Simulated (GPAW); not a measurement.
Runs of GPAW 26.7.0 on CdO (Monteponite). Symmetry: Fm-3m, No. 225, cubic system. The conventional cell has a = 4.699 Å, b = 4.699 Å, c = 4.699 Å, α = 90.00°, β = 90.00°, γ = 90.00°. Cd (site symmetry m-3m) is surrounded by 6 O at 2.35 Å. Around O (site symmetry m-3m) lie 6 Cd at 2.35 Å. 

| task | level | potentials or basis | spin | k mesh | cutoff (eV) | maxiter | eigensolver | band path | band points | spin axis theta (degrees) | other keys | mesh quality | gap on the mesh (eV) | pressure (GPa) | V0 of scaled cells (Å³/atom) | B0 (GPa) |
| --- | --- | --- | --- | --- | --- | --- | --- | --- | --- | --- | --- | --- | --- | --- | --- | --- |
| single point | PBE | GPAW PAW data sets (gpaw-data 1.2.1), pw | off | 7 × 7 × 7 | 800 | 80 | - | - | - | - | several, not listed | not flagged | none | 5.6 | - | - |
| single point | PBEsol | PAW data sets generated in the run's folder for this functional, pw | off | 10 × 10 × 10 | 800 | 150 | - | - | - | - | - | not flagged | none | -1.3 | - | - |
| equation of state | RPBE+D4 | the program's PAW data sets (release 1.2.1) made for this functional, pw | off | 8 × 8 × 8 | 800 | 150 | - | - | - | - | - | not flagged | - | - | 13.25 | 131 |
| band structure | TPSS | GPAW PAW data sets (gpaw-data 1.2.1), pw | SOC, no magnetisation | 8 × 8 × 8 | 800 | 150 | davidson | GXWKGLUWLK,UX | 80 | 54.7 | - | not flagged | - | 1.4 | - | - |
| single point | PBE0 | GPAW PAW data sets (gpaw-data 1.2.1), pw | off | 5 × 5 × 5 | 600 | 60 | - | - | - | - | - | coarse | (c) | - | - | - |
| equation of state | SOGGA | PAW data sets generated in the run's folder for this functional, pw | off | 8 × 8 × 8 | 800 | 150 | - | - | - | - | - | not flagged | - | - | (b) | (a) |

Alike in all rows: cell as given; smearing fermi-dirac 0.05 eV.

Fill in the values left out.

(a) 148; (b) 12.84; (c) 1.70.

Caveats: some runs use coarse meshes; this crystal is a semiconductor, whose small gap the functional closes, so the metal is an error of the method (some runs); the PAW data sets were made with another functional, which shifts forces and pressure a little (some runs); spin-orbit coupling was added after a scalar SCF, so levels and gaps hold it while energy, forces, pressure and moments don't (some runs); this program's spin-orbit splittings come out too wide for heavy elements (some runs); an odd mesh through Γ misses points on the zone boundary, where band edges often lie (some runs).

A k mesh can miss the band edges, and rows without SOC leave out spin-orbit coupling on Cd.

A gap of «none» marks a metal or a gap under the smearing width.
